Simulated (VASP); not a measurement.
Write the native input for VASP 6.6.1 that does the following.

```
Task                   : optical spectrum
Functional             : optB88-vdW
Potentials or basis    : VASP PAW PBE potentials, release 64 (In_d)
Cutoff                 : 520 eV
k mesh                 : 10 × 10 × 10
Occupations            : tetrahedron, uncorrected, width 0.02 eV
Spin                   : no spin polarisation
Further INCAR settings : ALGO = Normal; EDIFF = 1e-07; NBANDS = 38; ISYM = 1
```

The structure of In lies in POSCAR:

```
In
1.0
   -1.8825252400      1.8825252400      1.8825252400
    1.8825252400     -1.8825252400      1.8825252400
    1.8825252400      1.8825252400     -1.8825252400
In
1
Direct
    0.0000000000      0.0000000000      0.0000000000
```

This isn't the form of In at room conditions, which is tetragonal.

The input as run:

INCAR

```
AGGAC    = 0.0          
ALGO     = Normal         # electronic algorithm
CSHIFT   = 0.05         
EDIFF    = 1E-7           # SCF threshold, eV
ENCUT    = 520            # plane-wave cutoff, eV
GGA      = BO             # functional
ISIF     = 2              # what is computed and relaxed
ISMEAR   = -4             # smearing method
ISYM     = 1            
LASPH    = T              # aspherical terms in the spheres
LCHARG   = F              # write CHGCAR
LOPTICS  = T              # frequency-dependent dielectric function
LREAL    = F              # projectors in reciprocal space
LUSE_VDW = T            
LWAVE    = F              # write WAVECAR
NBANDS   = 38             # bands
NEDOS    = 2000           # points of the DOS
NELM     = 80             # most SCF steps
PARAM1   = 0.1833333333 
PARAM2   = 0.22         
PREC     = Accurate       # precision mode
SIGMA    = 0.02           # smearing width, eV
```

KPOINTS

```
k-points
0
Gamma
  10 10 10
```

Potentials or basis: VASP PAW PBE potentials, release 64 (In_d).

The run is started by

```bash
$ cat potpaw_PBE.64/In_d/POTCAR > POTCAR
$ mpirun -np 1 vasp_std > vasp.out
```

It gave:

```json
{
 "Pressure": "2.8 GPa",
 "Band gap on the k mesh": "none (metal or under the smearing width)"
}
```

Caveat: the PAW data sets were made with another functional, which shifts forces and pressure a little.

Wall time 24 s on 1 thread of Intel(R) Xeon(R) 6975P-C (Granite Rapids), with other jobs on the host, peak memory 0.28 GiB.
